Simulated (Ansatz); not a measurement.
## Cold compression of CsI

```
CELL_PARAMETERS angstrom
4.66521 0.00000 0.00000
0.00000 4.66521 0.00000
0.00000 0.00000 4.66521
ATOMIC_POSITIONS crystal
Cs 0.00000 0.00000 0.00000
I 0.50000 0.50000 0.50000
```

The base volume is that of a database entry, with shape and atoms relaxed on PAW files at held volume, so it needn't be at zero pressure; the structure needn't be the stable phase, at rest or compressed.

Its volume is scaled, and at each volume shape and atoms are relaxed on PAW files; all methods then take that cell.

Computed with Ansatz 0.2.0; functional PBE, scalar-relativistic. Settings: a Γ-centred 6×6×6 k mesh, Fermi–Dirac smearing of 0.03 eV, no spin polarisation. Methods: LAPW: all electrons, basis error target 1 meV/atom; PAW: frozen-core files, cutoff 420 eV; norm-conserving: pseudopotentials, cutoff 952 eV.

Energies are extrapolated to zero smearing and count from the unscaled cell; pressure is positive in compression; gaps take the mesh and a band path. No temperature or zero-point motion is included.

Spin–orbit coupling is left out, which matters for the heavy atoms.

```
V/V0  V (Å³/atom)  P LAPW (GPa)  ΔE LAPW (eV/atom)  P PAW − LAPW (GPa)  ΔE PAW − LAPW (meV/atom)  gap (eV)  space group  shortest distance (Å)
1.00        50.77          0.01              0.000                0.00                       0.0      3.69        Pm-3m                  4.040
0.85        43.15          2.44              0.049                0.00                      -0.1         ?        Pm-3m                  3.827
0.55        27.92          26.5              1.052               -0.01                      -0.3      2.29        Pm-3m                      ?
0.45        22.85          57.3              2.313                0.00                      -0.4      0.76        Pm-3m                  3.096
```

Problem. Give the missing entry: row "0.85", column "gap (eV)".

Solution. 4.03.

Problem. Fill in "shortest distance (Å)" for the row "0.55".

Solution. 3.310.

Problem. From the table, what is the rise of the enthalpy H = E + pV up to the last row, and how stiff is the crystal between the last two rows?

Solution. ΔH = 2.313 eV + (57.3 GPa × 22.85 Å³ − 0.01 GPa × 50.77 Å³) × 0.006242 eV/(GPa·Å³) = 10.48 eV/atom, of which pV makes 78 %. The mean bulk modulus there is −ΔP/Δln V = 153 GPa.

Problem. At the smallest volume, how far does norm-conserving lie from LAPW in pressure?

Solution. norm-conserving: -0.03 GPa, on a LAPW pressure of 57.3 GPa.
